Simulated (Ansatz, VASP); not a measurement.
## One calculation of Zr, two programs

```
Zr
1.0
     3.14341    0.00000    0.00000
    -1.57170    2.72227    0.00000
     0.00000    0.00000    5.00591
Zr
2
Direct
  0.33333 0.66667 0.25000
  0.66667 0.33333 0.75000
```

Alike in both runs: task single point; functional PBE; dispersion D4; k mesh 8 × 8 × 5; occupations fermi-dirac, width 0.05 eV; no spin polarisation.

|  | VASP | Ansatz |
| --- | --- | --- |
| version | VASP 6.6.1 | Ansatz 0.2.0 |
| potentials or method | VASP PAW PBE potentials, release 64 (Zr_sv) | plane waves, norm-conserving potentials |
| plane-wave cutoff (eV) | 520 | 898 |
| valence electrons in the cell | 24 | 24 |

VASP gave:

```
pressure (GPa)                                  : 8.1
largest component of the traceless stress (GPa) : 1.38
dispersion energy (meV/atom)                    : -222.3
```

**Question.** Which values does Ansatz return?

**Answer.** Pressure (GPa): 8.2; largest component of the traceless stress (GPa): 1.39; dispersion energy (meV/atom): -222.4.

Ansatz warned: «stress_scf_threshold_loose».

Caveats: pairwise dispersion overbinds metals, which lowers pressure and volume.
